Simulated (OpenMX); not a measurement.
KCl (Sylvite): equation of state with PBE

The system is KCl (Sylvite).

```
K Cl
1.0
     0.00000    3.14647    3.14647
     3.14647    0.00000    3.14647
     3.14647    3.14647    0.00000
K Cl
1 1
Direct
  0.00000 0.00000 0.00000
  0.50000 0.50000 0.50000
```

- Program: OpenMX 3.8.5
- Task: equation of state
- Functional: PBE
- Potentials or basis: OpenMX 2013 PBE set, K10.0-s3p2, Cl7.0-s2p2d1, fixed grid of 36 × 36 × 36 points
- k mesh: 7 × 7 × 7
- Occupations: fermi-dirac, width 0.05 eV
- Spin: no spin polarisation
- Mixing scheme: rmm-diisk
- SCF threshold: 1e-08 Ha
- Solver: band
- Grid points, held for all volumes: 36 × 36 × 36

The equilibrium volume is 34.00 Å³/atom (rough: see the caveat). The bulk modulus is 16.7 GPa (rough).

Energy against volume, from the lowest point:
```tsv
volume (Å³/atom)	energy (meV/atom)
29.282	43.53
29.905	31.12
30.528	21.01
31.151	13.09
31.774	7.11
32.397	2.68
33.020	0.00
```

Caveat: the minimum lies outside the volumes run; volumes in these bases differ from converged ones by about 1 %, for some elements by several; the basis of atomic orbitals isn't converged, which shifts pressures, moduli and gaps.
